A scanning tunnelling microscope sees only the electron density that leaks out to its tip. For molybdenum disulfide, a semiconductor, that density has been calculated with a common density functional for a range of sample biases. The slab holds two layers so far apart that each behaves as a single sheet.

Negative bias images filled states and positive bias images empty ones, counted from the middle of the gap. Each row gathers every state between there and its bias, so a larger bias includes all that a smaller one of the same sign showed. The mean density is taken in a plane 4 Å above the topmost nuclei, and "bright over dark" compares the extremes in that plane. The corrugation is the height variation of a surface of constant density, as a tip would trace it. The apparent barrier translates the fading of the mean density with height into an energy.

Ansatz 0.2.0 calculations with PBE+D3(BJ) and scalar-relativistic plane-wave PAW for a two-layer MoS₂ slab, with a 420 eV cutoff, 27 × 27 × 1 k mesh, 0.05 eV Gaussian smearing and no spin polarization. Tersoff–Hamann images assume an s-wave tip 4 Å above the topmost nuclei and bias measured from mid-gap; the corrugation is taken at the mean density of that plane.

```tsv
bias (V)	log10 mean density (log10 of e/angstrom^3)	bright over dark	corrugation (Å)	brightest over	apparent barrier at 4 angstrom (eV)
-2.800	-5.034	1.545	0.157	S	7.376
-2.000	-5.163	1.323	0.105	S	6.788
-1.400	-5.457	1.221	0.078	S	6.146
-1.050	-5.613	1.127	0.048	S	5.798
1.050	-7.886	2.700	0.325	S	9.143
1.400	-4.820	1.060	0.025	flat	4.999
2.000	-4.353	1.010	0.005	flat	4.367
2.600	-4.247	1.066	0.030	flat	4.473
```

**(a) The vacuum level lies 5.11 eV above the middle of the gap. The empty states imaged at +1.05 V should therefore face a barrier of only a little over 4 eV. Why is their apparent barrier 9.14 eV?**

*Solution.* Outside the surface an electron lacks the energy to be free, so its wave fades with height. Let $\Phi$ be the distance from its energy up to the vacuum level, and let $k$ be its wavevector along the surface. Where the potential has reached the vacuum level, the wave varies as $e^{i\mathbf{k}\cdot\mathbf{r}}e^{-\kappa z}$, and the Schrödinger equation demands

$$\frac{\hbar^2\kappa^2}{2m}=\Phi+\frac{\hbar^2k^2}{2m}.$$

The density fades as $e^{-2\kappa z}$, and the left-hand side is the apparent barrier. Sideways motion therefore counts as extra barrier: energy tied up in motion along the surface doesn't help the electron to get out.

Two limits frame the problem. A state at the centre of the Brillouin zone, called Γ, has $k=0$ and feels the plain barrier $\Phi$, provided its symmetry allows a wave that doesn't vary along the surface. A state at the zone corner, called K, has the largest $k$ that the lattice allows without folding back to a shorter one. The lowest empty states of a single MoS₂ sheet are known to lie at K; the present results don't resolve $k$, so this is taken from established band theory.

Now the estimate for K. The lattice constant is $a=3.184$ Å, and $\hbar^2/2m$ is 3.81 eV Å². The sideways energy is

$$\frac{\hbar^2K^2}{2m}=3.81\left(\frac{4\pi}{3\times3.184}\right)^2\approx6.6\ \text{eV}.$$

The lowest empty level lies 0.81 eV above mid-gap, which leaves $\Phi=5.11-0.81=4.30$ eV. A state exactly at K should thus show a barrier of about 10.9 eV.

That is too high, partly because the window also holds states around K. Their spread follows from the number of states in the window, 0.2085 electrons per cell. If these fill round discs of radius $q$ about the two corners, in two layers and with two spins, then $q\approx0.19$ Å⁻¹. On the side of the disc nearest Γ the wavevector is shorter by $q$, and the expected barrier drops to about 8.9 eV.

The calculated value lies between these two estimates, close to the lower one. Two things pull it down from the value at K. The states that fade most slowly weigh most in the density at the tip, and at 4 Å the potential has not quite reached the vacuum level. Farther out, where the second effect is weaker, the calculated value rises to about 9.5 eV, still between the two estimates. The steep decay thus reflects sideways motion in the sheet, and the apparent barrier must not be read as a work function.

The opposite limit, with little sideways motion, can be examined at −1.05 V. The highest filled states of a single sheet are known to lie near both K and Γ, and those near Γ reach much farther out. They should show the plain barrier, about 6.0 eV in the middle of this window, and the table gives 5.80 eV. Farther from the surface the calculated value rises to 6.13 eV, which again suggests that at 4 Å the potential is still slightly below the vacuum level.

**(b) The image at +1.05 V is by far the faintest. Why does it nevertheless have the largest corrugation?**

*Solution.* A single wave running along the surface has the same density everywhere and gives a flat image. Relief needs interference between at least two waves. The crystal supplies them, because it mixes each wavevector $\mathbf{k}$ with others that differ from it by a reciprocal lattice vector. Each of these partners fades at its own rate, set by its own length.

Take the Γ limit first. The main wave has no sideways motion, but its nearest partners have a wavevector of $\sqrt3K$, or 2.28 Å⁻¹, and fade much faster. With the barrier of 6.0 eV found above, the main wave has $\kappa\approx1.26$ Å⁻¹ and its partners $\kappa'\approx2.60$ Å⁻¹. Between 3 and 5 Å the relief should shrink to

$$e^{-2(2.60-1.26)}\approx0.07$$

of its value. A state near Γ therefore gives an image that is bright but soon smooth.

At K the situation is different. Three wavevectors of exactly equal length point to equivalent corners of the zone, and their waves fade together. The density becomes very small, but the contrast within it doesn't wash out. For states on the Γ side of the disc the three lengths are no longer equal, and about 63% of the relief should survive the same 2 Å.

The calculation shows this contrast plainly. At −1.05 V only 9% of the corrugation found at 3 Å is left at 5 Å, whereas at +1.05 V 65% is left. At 3 Å the two images differ by a factor of about 2.5 in corrugation, at the table's height of 4 Å by about 7, and at 5 Å by about 19. The large corrugation in the table therefore owes much to survival: the pattern at +1.05 V reaches the tip, while the other has largely faded on the way. Part of the lead is already there at 3 Å, and the comparison doesn't show where that part comes from.

The argument explains how long the relief lasts, but not where its bright spot lies. The band edge at K is built mainly from a molybdenum orbital that points out of the sheet. By symmetry, the three waves of such a state add up over molybdenum and cancel over sulfur. Yet the calculated image is brightest over sulfur.

States slightly away from K, where sulfur orbitals that point out of the sheet may mix in, could produce this maximum, but that is a guess. The calculated potential is also known to be rough in the thin density outside the sheet, which may affect so faint a pattern. The bright site should be trusted less than the steep decay, and it isn't evidence that the band edge is made of sulfur orbitals.

**(c) Why does the image become bright and almost flat at +1.4 V, and what governs the remaining rows, including the slight rise of the barrier at +2.6 V?**

*Solution.* From +1.05 to +1.4 V the mean density rises about 1160-fold, while the number of states rises only 15-fold. The average state in the larger window must therefore be far more visible at the tip. To see why, one can subtract the density of one row from that of the next at heights of 3 and 5 Å. The difference belongs to the newly added states alone, and its decay gives their own barrier.

For the states added at +1.4 V this barrier is about 5.0 eV, only 1.1 eV above their distance to the vacuum level. For the first window the excess was 4.9 eV. The new states that dominate at the tip thus have much less sideways motion, fade more slowly and swamp the faint pattern from K. The image becomes bright because these states reach the tip. It becomes flat because their relief is already weak at 3 Å and little of it survives farther out.

Where in the zone do they lie? Band theory puts a valley called Q roughly halfway between Γ and K. A state exactly halfway should show a barrier of 5.5 eV and keep about 20% of its relief between 3 and 5 Å. The calculated barrier is lower, and the image at +1.4 V keeps only 10%.

One valley is in fact too small a home. The window adds almost three states per cell, while a single band holds four, counting two sheets and two spins. The new states amount to about three quarters of a band and must spread over much of the zone. The tip should favour those nearest Γ, which are expected to fade more slowly than a state at Q and to lose their relief sooner.

On the filled side the change is gradual because the most visible states come first. Going from −1.05 to −2.8 V raises the number of states about 18-fold, but the mean density only about fourfold. The deeper states lie farther below the vacuum level, so they fade faster even without sideways motion. They add to the count more than to the image.

Sideways motion also increases with depth. The barrier of the newly added states exceeds their distance to vacuum by 0.6 eV in the two middle windows and by 1.7 eV in the deepest. Both effects raise the apparent barrier, and both should help relief to survive, the second more strongly. The corrugation is already larger at 3 Å for the deeper windows. Better survival closer to the surface may explain this, but the shapes of the orbitals may matter too, and the present results don't separate the two.

The row at +2.6 V now looks less odd. Higher empty states lie closer to the vacuum level, which by itself should lower the barrier. From +1.4 to +2.0 V the barrier does fall, helped by a smaller excess in the states added there. But the states added last have an excess of 2.0 eV, again a sign of more sideways motion, and this outweighs their smaller distance to vacuum. The combined barrier therefore rises from 4.37 to 4.47 eV. Farther from the surface the rise almost vanishes, and the highest levels were only loosely converged, so little weight should rest on this small change.

The corrugation also recovers at +2.6 V, but only to 0.030 Å and with a different pattern. The faint maximum lies over sulfur at +1.4 V and over the hollow site, where there is no atom, at +2.6 V. The flattest image, at +2.0 V, falls where one pattern gives way to the other. The differences are so small that the table calls all three rows flat. A real tip, which need not behave like the ideal spherical one assumed here, could easily alter them.

For use at the instrument, the order of events should carry over better than the voltages. The functional makes the gap too small, spin-orbit coupling is absent, and the field of a real tip would bend the bands. What can be carried to a similar sheet is a pair of questions: how far below the vacuum level do the imaged states lie, and how far from Γ? The first sets the least possible decay; the second adds to it and helps to decide how much of the relief survives the trip to the tip.
